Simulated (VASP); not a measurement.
# KBr: relaxation with set parts of the cell free, by free to move

KBr, P1 (no. 1), 2 atoms in the cell. PBE, constrained relaxation; PAW potentials Br, K_sv (PBE set).

| Free to move | Volume (Å³/atom) | Pressure in a fresh run at the final cell (GPa) | Pressure printed at the end of the relaxation (GPa) | Ionic steps, all stages | Electronic steps, all stages | Time (s) |
|---|---|---|---|---|---|---|
| atoms | 33.591 | -0.30 | -0.30 | 7 | 60 | 16 |
| atoms, shape and volume | 32.919 | -0.01 | -0.01 | 13 | 93 | 25 |
| atoms and shape at fixed volume | 33.591 | -0.31 | -0.31 | 11 | 86 | 22 |
| shape alone | 33.591 | -0.28 | -0.28 | 11 | 71 | 18 |
| shape and volume | 32.968 | 0.00 | 0.00 | 11 | 79 | 20 |
| volume alone | 32.971 | 0.00 | 0.02 | 9 | 67 | 17 |
| atoms and volume | 32.881 | 0.02 | 0.02 | 9 | 74 | 18 |
| atoms and the z components of the lattice | 33.390 | -0.21 | -0.21 | 8 | 69 | 16 |
| atoms and the x and y components of the lattice | 33.079 | -0.08 | -0.08 | 11 | 81 | 20 |
| atoms and the y and z components of the lattice | 33.067 | -0.07 | -0.07 | 10 | 77 | 19 |

Limits: the start was distorted on purpose (random strain, atoms moved at random), so the space group given is the start's and not the crystal's.

## Input of the first row

INCAR.step1:
```
SYSTEM = KBr
PREC = Accurate ; ENCUT = 350
EDIFF = 1E-6 ; ISMEAR = 0
SIGMA = 0.05 ; LREAL = .FALSE.
LASPH = .TRUE. ; NELM = 100
ALGO = Normal ; LWAVE = .FALSE.
LCHARG = .FALSE. ; IBRION = 2
NSW = 80 ; ISIF = 2
EDIFFG = -0.01 ; POTIM = 0.5
ISYM = 0 ; KPAR = 4
```

INCAR.step3, as INCAR.step1 but for:
```
- IBRION = 2
- NSW = 80
- EDIFFG = -0.01
- POTIM = 0.5
+ NSW = 0
```

KPOINTS:
```
k-points
0
Gamma
  4 4 4
```

POSCAR.step1:
```
KBr
1.0
    4.0574730000     -0.0097360000     -0.0041750000
   -0.0097360000      4.0801070000      0.0207730000
   -0.0041750000      0.0207730000      4.0582400000
Br K
1 1
Direct
    0.5094170000      0.4995220000      0.4993380000
   -0.0094170000      0.0004780000      0.0006620000
```

POSCAR.step3:
```
KBr
1.0
    4.0574730000     -0.0097360000     -0.0041750000
   -0.0097360000      4.0801070000      0.0207730000
   -0.0041750000      0.0207730000      4.0582400000
Br K
1 1
Direct
    0.4997210470      0.4995929325      0.4998564949
    0.0002789530      0.0004070675      0.0001435051
```

Commands (each step's output is kept before the next begins):
```
cat potpaw_PBE.64/Br/POTCAR potpaw_PBE.64/K_sv/POTCAR > POTCAR
cp INCAR.step1 INCAR
cp POSCAR.step1 POSCAR
mpirun -np 4 vasp_std > vasp.out
cp CONTCAR POSCAR
mpirun -np 4 vasp_std > vasp.out
cp CONTCAR POSCAR
cp INCAR.step3 INCAR
cp POSCAR.step3 POSCAR
mpirun -np 4 vasp_std > vasp.out
```

Changes of the last row against the first:
```
- ISIF = 2
+ ISIF = 3
+ LATTICE_CONSTRAINTS = .FALSE. .TRUE. .TRUE.
```

VASP 6.6.1 took 16 s on 4 cores (Intel Xeon 6975P-C (Granite Rapids)), a shared host.
